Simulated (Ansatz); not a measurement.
## Ligand exchange: NaI + C4H10O → NaOH + C4H9I

Species: NaI (Sodium Iodide), singlet; C4H10O (tert-butanol) `CC(C)(C)O`, singlet; NaOH `[OH][Na]`, singlet; C4H9I (tert-butyl iodide) `CC(C)(C)I`, singlet. The partners trade I for OH: Na–I and C–OH bonds give way to Na–OH and C–I.

Shapes, held fixed at every level: PBE0-D4/def2-TZVP. Flexible molecules stand in one conformer, not always the lowest. Programs: Ansatz 0.2.0. Electronic energies: no zero-point or thermal term.

```json
{"level": "HF/def2-TZVPP", "kind": "Hartree–Fock", "ΔE (kJ/mol)": "+214.2", "less CCSD(T)/def2-TZVPP": "+62.8"}
{"level": "r2SCAN-D4/def2-TZVPP", "kind": "meta-GGA", "ΔE (kJ/mol)": "+159.6", "less CCSD(T)/def2-TZVPP": "+8.2"}
{"level": "BHLYP-D4/def2-TZVPP", "kind": "global hybrid", "ΔE (kJ/mol)": "+172.3", "less CCSD(T)/def2-TZVPP": "+20.9"}
{"level": "r2SCAN0-D4/def2-TZVPP", "kind": "global hybrid", "ΔE (kJ/mol)": "+172.0", "less CCSD(T)/def2-TZVPP": "+20.6"}
{"level": "wB97X-V/def2-TZVPP", "kind": "range-separated hybrid", "ΔE (kJ/mol)": "+166.0", "less CCSD(T)/def2-TZVPP": "+14.6"}
{"level": "CCSD(T)/def2-SVP", "kind": "coupled cluster or CI", "ΔE (kJ/mol)": "+186.2", "less CCSD(T)/def2-TZVPP": "+34.8"}
{"level": "CCSD/def2-SVP", "kind": "coupled cluster or CI", "ΔE (kJ/mol)": "+192.2", "less CCSD(T)/def2-TZVPP": "+40.8"}
{"level": "CCSD(T)/def2-TZVPP", "kind": "coupled cluster or CI", "ΔE (kJ/mol)": "+151.4", "less CCSD(T)/def2-TZVPP": "0.0"}
```

The highest level, CCSD(T)/def2-TZVPP, gives ΔE = +151.4 kJ/mol; the levels span +151.4 to +214.2. The column of differences is taken from that level and isn't an error. No measured value is set beside it here. For atoms past krypton def2 sets carry core potentials with scalar relativity. Correlated rows may include outer-core shells of I, Na, which these sets cover unevenly.
